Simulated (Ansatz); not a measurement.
**MoSi₂**

**What was measured.** From “Giant magnetoresistance, Fermi surface topology, Shoenberg effect and vanishing quantum oscillations in type-II Dirac semimetal candidates MoSi2 and WSi2”, 2022, arxiv:2202.05362, for a powder of MoSi2: lattice constant a 3.20519 Å; lattice constant c 7.84461 Å.

The results are compared with them further down.

Method: PBE, scalar-relativistic; no spin polarisation; PAW, 420 eV, 14×14×14 k-mesh, Gaussian smearing of 0.05 eV; code Ansatz. The datasets are Ansatz's generated set soft_2.

```cif
data_structure
_symmetry_space_group_name_H-M 'I4/mmm'
_symmetry_Int_Tables_number 139
_cell_length_a 3.2170
_cell_length_b 3.2170
_cell_length_c 7.8731
_cell_angle_alpha 90.000
_cell_angle_beta 90.000
_cell_angle_gamma 90.000
_cell_volume 81.48
loop_
_atom_site_label
_atom_site_type_symbol
_atom_site_symmetry_multiplicity
_atom_site_Wyckoff_symbol
_atom_site_fract_x
_atom_site_fract_y
_atom_site_fract_z
_atom_site_occupancy
Si1 Si 4 e 0.00000 0.00000 0.33511 1
Mo1 Mo 2 a 0.00000 0.00000 0.00000 1
```

The chain of runs began from a cell as deposited in COD, expanded in volume.

The cell above was scaled in volume, and shape and atoms were relaxed at each volume within its symmetry. Energies are counted from the cell above.

The cell is relaxed to zero pressure at this level.

```json
{"V (Å³/atom)": "12.83", "ΔE (meV/atom)": "28.9", "P (GPa)": "13.1"}
{"V (Å³/atom)": "13.04", "ΔE (meV/atom)": "14.8", "P (GPa)": "9.1"}
{"V (Å³/atom)": "13.31", "ΔE (meV/atom)": "3.6", "P (GPa)": "4.3"}
{"V (Å³/atom)": "13.58", "ΔE (meV/atom)": "0.0", "P (GPa)": "0.0"}
{"V (Å³/atom)": "13.85", "ΔE (meV/atom)": "?", "P (GPa)": "?"}
{"V (Å³/atom)": "14.12", "ΔE (meV/atom)": "12.9", "P (GPa)": "-7.3"}
{"V (Å³/atom)": "14.53", "ΔE (meV/atom)": "37.5", "P (GPa)": "-11.9"}
{"V (Å³/atom)": "14.94", "ΔE (meV/atom)": "72.6", "P (GPa)": "-15.7"}
```

Task: Fill in the withheld row.

Result: ΔE (meV/atom): 3.3, P (GPa): -3.9.

Task: What do the points give for the equilibrium volume, the bulk modulus and its pressure derivative (third-order Birch–Murnaghan)?

Result: V0 = 13.58 Å³/atom, B0 = 204 GPa, B0′ = 4.5.

B0·V0 = 203.7 GPa × 13.58 Å³ = 17.27 eV/atom sets the scale: near the minimum ΔE ≈ ½ B0 V0 x², with x = V/V0 − 1, and a pressure of 2.0 GPa squeezes the volume by about 1 %. At the ends of the curve: x = −5.5 % predicts 26.1 meV/atom and the run gives 28.9; x = +10.0 % predicts 86.5 meV/atom and the run gives 72.6. The curve is steeper than the parabola on the compressed side and flatter on the expanded side: the bulk modulus rises with pressure.

**Against experiment.** Against the measured lattice constant a of MoSi2, 3.20519 Å (powder; “Giant magnetoresistance, Fermi surface topology, Shoenberg effect and vanishing quantum oscillations in type-II Dirac semimetal candidates MoSi2 and WSi2”, 2022, arxiv:2202.05362), the calculated 3.217 Å is off by +0.4 %. Measured lattice constant c of MoSi2: 7.84461 Å (powder; “Giant magnetoresistance, Fermi surface topology, Shoenberg effect and vanishing quantum oscillations in type-II Dirac semimetal candidates MoSi2 and WSi2”, 2022, arxiv:2202.05362). This calculation gives 7.873 Å (+0.4 %). The calculation is for a static lattice, without zero-point motion or thermal expansion.
